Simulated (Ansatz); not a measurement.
Write the native input for Ansatz 0.2.0 that does the following.

| Quantity | Value |
| --- | --- |
| Task | relaxation of cell and atoms |
| Functional | PBE |
| Dispersion | D3(BJ) |
| Potentials or basis | Ansatz PAW |
| Cutoff | 420 eV (not typed: the program's choice for these potentials) |
| k mesh | 10 × 10 × 10 |
| Occupations | fermi-dirac, width 0.05 eV |
| Spin | no spin polarisation |

The system is CaO.

```
CELL_PARAMETERS angstrom
0.00000 2.40356 2.40356
2.40356 0.00000 2.40356
2.40356 2.40356 0.00000
ATOMIC_POSITIONS crystal
Ca 0.00000 0.00000 0.00000
O 0.50000 0.50000 0.50000
```

The cell is a database's computed one.

These files were run (other wordings do the same):

input.yaml

```yaml
crystal:
  lattice:
    - [0.0, 2.403555696, 2.403555696]
    - [2.403555696, 0.0, 2.403555696]
    - [2.403555696, 2.403555696, 0.0]
  atoms:
    - { symbol: Ca, position: [0.0, 0.0, 0.0] }
    - { symbol: O, position: [0.5, 0.5, 0.5] }
hamiltonian:
  xc: pbe
  pseudopotentials: { kind: paw }
  dispersion: d3bj
kpoints:
  mp_grid: { grid: [10, 10, 10] }
scf:
  occupations: { method: fermi_dirac, width: 0.05 }
output:
  forces: true
  stress: true
  write_density: true
  write_potential: true
  elf: true
  volumetric_format: npy
relax:
  f_tol: 0.01
  max_steps: 40
  cell: { stress_tol: 0.05 }
```

Potentials or basis: Ansatz PAW.

Command:

```sh
$ ansatz run input.yaml --threads 2 --pin off --max-ram 5632MiB --backend cpu --events-out ev --progress --plain --runs-dir out
```

Results of the run:

* Relaxed volume: 13.68 Å³/atom
* Relaxed cell: a = 3.382 Å, b = 3.382 Å, c = 3.382 Å, α = 60.00°, β = 60.00°, γ = 60.00°
* Space group after relaxing (to 0.05 Å): Fm-3m (No. 225)
* Energy gained by relaxing: 1.0 meV/atom
* Ionic steps: 6
* Pressure after relaxing: 0.0 GPa
* Band gap on the k mesh: 3.65 eV, indirect (least direct gap 4.02 eV)

Caveat: the plane-wave basis is chosen anew once the cell has moved, so the energies of steps on either side of that aren't comparable; the pressure holds a Pulay correction of +0.4 GPa for the finite cutoff.

Wall time 3.4 s on 2 threads of Arm Neoverse V1 (shared host), peak memory 0.29 GiB.
